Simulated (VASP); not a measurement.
# KI (Fm-3m) in VASP: notebook

The runs below take KI through single point, with PBE.

Everything below comes from runs of VASP 6.6.1. Logs are shortened: lines on timing, memory, paths and dates and some standing lists are left out, and cuts for length are marked.

## 1. Starting point

Symmetry: Fm-3m, No. 225, cubic system. The conventional cell has a = 7.066 Å, b = 7.066 Å, c = 7.066 Å, α = 90.00°, β = 90.00°, γ = 90.00°. I (site symmetry m-3m) is surrounded by 6 K at 3.53 Å. K (site symmetry m-3m) is surrounded by 6 I at 3.53 Å.

## 2. Single point, PBE

INCAR reads:

```
PREC = Accurate
ENCUT = 450
EDIFF = 1E-6
ISMEAR = 0
SIGMA = 0.05
LREAL = False
LASPH = False
NELM = 100
ALGO = Normal
ISIF = 2
LWAVE = False
LCHARG = False
GGA = PE
NBANDS = 15
ADDGRID = False
```

KPOINTS reads:

```
regular mesh
0
Gamma
  5 5 5
```

POSCAR reads:

```
KI
1.0
    0.0000000000      3.5327750000      3.5327750000
    3.5327750000      0.0000000000      3.5327750000
    3.5327750000      3.5327750000      0.0000000000
I K
1 1
Direct
    0.5000000000      0.5000000000      0.5000000000
    0.0000000000      0.0000000000      0.0000000000
```

Potentials or basis: VASP PAW PBE potentials, release 64 (I, K_sv).

Command:

```
cat potpaw_PBE.64/I/POTCAR potpaw_PBE.64/K_sv/POTCAR > POTCAR
mpirun -np 1 vasp_std > vasp.out
```

OUTCAR:

```text
PREC = Accurate
   ENCUT = 450
   EDIFF = 1E-6
   ISMEAR = 0
   LREAL = False
   LASPH = False
   NELM = 100
   ISIF = 2
   GGA = PE

 Found     10 irreducible k-points:

 Following reciprocal coordinates:
            Coordinates               Weight
  0.000000  0.000000  0.000000      1.000000
  0.200000  0.000000  0.000000      8.000000
  0.400000  0.000000  0.000000      8.000000
  0.200000  0.200000  0.000000      6.000000
  0.400000  0.200000  0.000000     24.000000
 -0.400000  0.200000  0.000000     24.000000
   k-points           NKPTS =     10   k-points in BZ     NKDIM =     10   number of bands    NBANDS=     15
   number of dos      NEDOS =    301   number of ions     NIONS =      2
   total plane-waves  NPLWV =  46656
   dimension x,y,z NGX =    36 NGY =   36 NGZ =   36
   dimension x,y,z NGXF=    72 NGYF=   72 NGZF=   72
   ions per type =               1   1
   NGX,Y,Z   is equivalent  to a cutoff of  11.98, 11.98, 11.98 a.u.
   NGXF,Y,Z  is equivalent  to a cutoff of  23.96, 23.96, 23.96 a.u.
 SYSTEM =  unknown system
   PREC   = accura    normal or accurate (medium, high low for compatibility)
   ISTART =      0    job   : 0-new  1-cont  2-samecut
   ICHARG =      2    charge: 1-file 2-atom 10-const
   ISPIN  =      1    spin polarized calculation?
   LNONCOLLINEAR =      F non collinear calculations
   LSORBIT =      F    spin-orbit coupling
   LASPH  =      F    aspherical Exc in radial PAW
   ENCUT  =  450.0 eV  33.07 Ry    5.75 a.u.   8.64  8.64  8.64*2*pi/ulx,y,z
   NELM   =    100;   NELMIN=  2; NELMDL= -5     # of ELM steps
   EDIFF  = 0.1E-05   stopping-criterion for ELM
   LREAL  =      F    real-space projection
   EDIFFG = 0.1E-04   stopping-criterion for IOM
   NSW    =      0    number of steps for IOM
   IBRION =     -1    ionic relax: 0-MD 1-quasi-New 2-CG
   NFREE  =      0    steps in history (QN), initial steepest desc. (CG)
   ISIF   =      2    stress and relaxation
   ISYM   =      2    0-nonsym 1-usesym 2-fastsym
   POTIM  = 0.5000    time-step for ionic-motion
   TEBEG  =    0.0;   TEEND  =   0.0 temperature during run
   PSTRESS=    0.0 pullay stress
   NELECT =      16.0000    total number of electrons
   NUPDOWN=      -1.0000    fix difference up-down
   EMIN   =  10.00;   EMAX   =-10.00  energy-range for DOS
   EFERMI =   0.00;   METHOD = LEGACY
   ISMEAR =     0;   SIGMA  =   0.05  broadening in eV -4-tet -1-fermi 0-gaus
   EFERMI_NEDOS =   21; number of points for ismear=-14 and -15
   IALGO  =     38    algorithm
   IMIX   =      4    mixing-type and parameters
     AMIX     =   0.40;   BMIX     =  1.00
     AMIX_MAG =   1.60;   BMIX_MAG =  1.00
  volume/ion in A,a.u.               =      44.09       297.54
  Fermi-wavevector in a.u.,A,eV,Ry     =   0.926806  1.751409 11.686988  0.858969
  Thomas-Fermi vector in A             =   2.052808
   LORBIT       =      0    0 simple, 1 ext, 2 COOP (PROOUT), +10 PAW based schemes
   GGA     = PE    functional components
   LHFCALC =     F    Hartree Fock is set to
   AEXX    =    0.0000 exact exchange contribution
   IVDW    =     0    specifies the selected vdW correction
   LEPSILON=     F    determine dielectric tensor
   LRPA    =     F    only Hartree local field effects (RPA)
 non-spin polarized calculation
 Gauss-broadening in eV      SIGMA  =   0.05
  energy-cutoff  :      450.00
  volume of cell :       88.18
 maximum number of plane-waves:      1924
   NGX = 17   NGY = 17   NGZ = 17

 number of electron      16.0000000 magnetization

 Free energy of the ion-electron system (eV)
  ---------------------------------------------------
  ext. energy  EPLUGINS =         0.00000000
  ---------------------------------------------------
  free energy    TOTEN  =        -5.55614688 eV

  energy without entropy =       -5.55614688  energy(sigma->0) =       -5.55614688

 E-fermi :  -0.0833     XC(G=0):  -7.1779

 val. band max:       -0.4157467278   @ k =   0.0000   0.0000   0.0000
 cond. band min:       3.5465238961   @ k =   0.0000   0.0000   0.0000
 fundamental gap:      3.9622706238
 Fermi energy:        -0.0833300756

 k-point     1 :       0.0000    0.0000    0.0000
  band No.  band energies     occupation
      1     -28.9179      2.00000
      2     -12.4050      2.00000
      3     -12.4050      2.00000
      4     -12.4050      2.00000
      5     -10.9178      2.00000
      6      -0.4157      2.00000
      7      -0.4157      2.00000
      8      -0.4157      2.00000
      9       3.5465      0.00000
     10       6.0812      0.00000
     11       6.0812      0.00000
     12       6.0812      0.00000
     13       6.7983      0.00000
     14       6.7983      0.00000
     15       9.3719      0.00000

 k-point     2 :       0.2000    0.0000    0.0000
  band No.  band energies     occupation
      1     -28.9172      2.00000
      2     -12.4603      2.00000
      3     -12.4058      2.00000
      4     -12.4058      2.00000
      5     -10.8183      2.00000
      6      -0.9710      2.00000
      7      -0.5393      2.00000
      8      -0.5393      2.00000
      9       4.3701      0.00000
     10       6.0299      0.00000
     11       6.4889      0.00000
     12       6.4889      0.00000
     13       7.2528      0.00000
     14       7.2528      0.00000
     15      10.3061      0.00000

 k-point     3 :       0.4000    0.0000    0.0000
  band No.  band energies     occupation
      1     -28.9161      2.00000
      2     -12.5388      2.00000
      3     -12.4071      2.00000
      4     -12.4071      2.00000
      5     -10.6658      2.00000
      6      -1.6375      2.00000
      7      -0.7222      2.00000
      8      -0.7222      2.00000
      9       5.0476      0.00000
     10       7.0185      0.00000
     11       7.4068      0.00000
     12       7.4068      0.00000
     13       8.2402      0.00000
     14       8.2402      0.00000
     15       8.9828      0.00000

 k-point     4 :       0.2000    0.2000    0.0000
  band No.  band energies     occupation
      1     -28.9170      2.00000
      2     -12.4525      2.00000
      3     -12.4112      2.00000
      4     -12.4112      2.00000
      5     -10.8132      2.00000
      6      -1.0365      2.00000
      7      -0.5631      2.00000
      8      -0.5631      2.00000
      9       4.5437      0.00000
     10       5.3431      0.00000
     11       7.0026      0.00000
     12       7.0026      0.00000
     13       7.0560      0.00000
     14       7.5436      0.00000
     15      10.1202      0.00000

 k-point     5 :       0.4000    0.2000    0.0000
  band No.  band energies     occupation
      1     -28.9160      2.00000
      2     -12.4952      2.00000
      3     -12.4150      2.00000
      4     -12.4140      2.00000
      5     -10.7225      2.00000
      6      -1.4159      2.00000
      7      -0.8009      2.00000
      8      -0.7096      2.00000
      9       5.1573      0.00000
     10       5.7929      0.00000
     11       7.2732      0.00000
     12       7.4830      0.00000
     13       8.0754      0.00000
     14       8.2326      0.00000
     15       9.5756      0.00000

 k-point     6 :      -0.4000    0.2000    0.0000
  band No.  band energies     occupation
      1     -28.9156      2.00000
      2     -12.5179      2.00000
      3     -12.4223      2.00000
      4     -12.4103      2.00000
      5     -10.6722      2.00000
      6      -1.5468      2.00000
      7      -0.9524      2.00000
      8      -0.7752      2.00000
      9       5.5633      0.00000
     10       6.5786      0.00000
     11       7.0472      0.00000
     12       7.8322      0.00000
     13       8.0813      0.00000
     14       8.4884      0.00000
     15       9.4786      0.00000

 [... further k-points ...]
[... 5 lines left out ...]
  --------------------------------------------------------------------------------------
  -------------------------------------------------------------------------------------
  Total        0.3447813      0.3447813      0.3447813      0.0000000     -0.0000000      0.0000000
  in kB        6.2643546      6.2643546      6.2643546      0.0000000     -0.0000000      0.0000000
  external PRESSURE =       6.2643546 kB  Pullay stress =       0.0000000 kB

 VOLUME and BASIS-vectors are now :
 -----------------------------------------------------------------------------
  energy-cutoff  :      450.00
  volume of cell :       88.18
      direct lattice vectors                 reciprocal lattice vectors
     0.000000000  3.532775000  3.532775000    -0.141531799  0.141531799  0.141531799
     3.532775000  0.000000000  3.532775000     0.141531799 -0.141531799  0.141531799
     3.532775000  3.532775000  0.000000000     0.141531799  0.141531799 -0.141531799

 POSITION                                       TOTAL-FORCE (eV/Angst)
 -----------------------------------------------------------------------------------
      3.53277      3.53277      3.53277        -0.000000      0.000000      0.000000
      0.00000      0.00000      0.00000         0.000000     -0.000000     -0.000000
 -----------------------------------------------------------------------------------
    total drift:                                0.000000      0.000000      0.000000

  FREE ENERGIE OF THE ION-ELECTRON SYSTEM (eV)
  ---------------------------------------------------
  free  energy   TOTEN  =        -5.5561468768 eV

  energy  without entropy=       -5.5561468768  energy(sigma->0) =       -5.55614688
```

Run time: 11 s. Hardware: 1 thread of Intel Xeon Platinum 8259CL at 2.50GHz (Skylake/Cascade Lake), shared host; peak memory 0.2 GiB.

These settings aren't checked as converged: the numbers below hold their error.

What came out:

* Free energy: -5.5561 eV
* Pressure: 0.6 GPa
* Band gap on the k mesh: 3.96 eV, direct

Caveat: spin-orbit coupling is left out, which moves the levels of the heavy elements.

(Part 1 of 2 ends here.)
